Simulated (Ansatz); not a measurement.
# SnO2: straining the crystal, uniaxial strain along c

The task here is to estimate one member of a computed series from the others.

Computed with Ansatz 0.2.0 (DFT LDA, scalar-relativistic, plane waves, PAW, unless a step's input says otherwise).

2 further runs of the same task are left out: 2 set aside as unsound or not needed.

## The starting structure

The structure is orthorhombic, space group Pbcn (No. 60). Conventional cell: a = 4.703 Å, b = 5.695 Å, c = 5.204 Å, α = 90.00°, β = 90.00°, γ = 90.00°. Around Sn (site symmetry 2) lie 6 O at 2.02 to 2.10 Å. O (site symmetry 1) is surrounded by 3 Sn at 2.02 to 2.10 Å.

Coordinates:

```
CELL_PARAMETERS angstrom
4.70345 0.00000 0.00000
0.00000 5.69517 0.00000
0.00000 0.00000 5.20433
ATOMIC_POSITIONS crystal
Sn 0.50000 0.66732 0.75000
Sn 0.00000 0.83268 0.25000
Sn 0.50000 0.33268 0.25000
Sn 0.00000 0.16732 0.75000
O 0.73102 0.60491 0.07763
O 0.23102 0.89509 0.92237
O 0.76898 0.89509 0.57763
O 0.26898 0.60491 0.42237
O 0.73102 0.39509 0.57763
O 0.23102 0.10491 0.42237
O 0.76898 0.10491 0.07763
O 0.26898 0.39509 0.92237
```

It goes back to an entry of the Materials Project, which need not be the stable form.

This cell was relaxed beforehand with the same method: volume 11.62 Å³/atom, gap on the mesh 1.50 eV.

The first run:

Contents of input.yaml:

```yaml
crystal:
  lattice:
    - [4.703452292, 0.0, 0.0]
    - [0.0, 5.6951729552, 0.0]
    - [0.0, 0.0, 5.2043295291]
  atoms:
    - { symbol: Sn, position: [0.5, 0.6673206257, 0.75] }
    - { symbol: Sn, position: [0.0, 0.8326793743, 0.25] }
    - { symbol: Sn, position: [0.5, 0.3326793743, 0.25] }
    - { symbol: Sn, position: [0.0, 0.1673206257, 0.75] }
    - { symbol: O, position: [0.731020714, 0.6049099344, 0.0776301518] }
    - { symbol: O, position: [0.231020714, 0.8950900656, 0.9223698482] }
    - { symbol: O, position: [0.768979286, 0.8950900656, 0.5776301518] }
    - { symbol: O, position: [0.268979286, 0.6049099344, 0.4223698482] }
    - { symbol: O, position: [0.731020714, 0.3950900656, 0.5776301518] }
    - { symbol: O, position: [0.231020714, 0.1049099344, 0.4223698482] }
    - { symbol: O, position: [0.768979286, 0.1049099344, 0.0776301518] }
    - { symbol: O, position: [0.268979286, 0.3950900656, 0.9223698482] }
basis:
  ecutwfc: 420
kpoints:
  mp_grid: { grid: [6, 6, 6] }
hamiltonian:
  xc: lda
scf:
  occupations: { method: gaussian, width: 0.02 }
output:
  forces: true
  stress: true
  eigenvalues: true
```

The run is started by

```sh
$ ansatz run input.yaml --threads 2 --pin off --max-ram 5120MiB --backend cpu --events-out ev --progress --plain --runs-dir out
```

Steps of the session up to this table: Zero strain; Seeking the band edges; The cell strained by -1.0 %; Band edges over the zone at -1.0 %; The cell strained by +1.0 %; Seeking the band edges at +1.0 %; At -2.0 %; Seeking the band edges at -2.0 %; At +2.0 %; Seeking the band edges at +2.0 %.

One table of the session follows, with a row left open; its other results are not shown here.

Lengths are those of the vectors of the cell that was run; stresses in GPa:

```
strain (%)  ΔE (meV/atom)  a (Å)  c (Å)
      -2.0            3.3  4.755  5.100
      -1.0            0.8  4.729  5.152
      +0.0            0.0  4.703  5.204
      +1.0              ?      ?      ?
      +2.0            3.2  4.651  5.308
```

Q: Estimate the row for strain (%) = +1.0 from the others.

Worked estimate for «ΔE (meV/atom)». A straight line through the neighbours (0.0, 0.0) and (2.0, 3.2) gives 0.0 + (3.2 − 0.0) × (1.0 − 0.0) / (2.0 − 0.0) = 1.6; a parabola fitted to 3 rows on both sides gives 0.8.

**Answer.** ΔE (meV/atom): 0.8; a (Å): 4.677; c (Å): 5.256. In «ΔE (meV/atom)» the line misses by +0.8 and the parabola by 0.0.

ΔE is over the unstrained cell. Stress in GPa, positive in compression, on the Cartesian axes of the input.
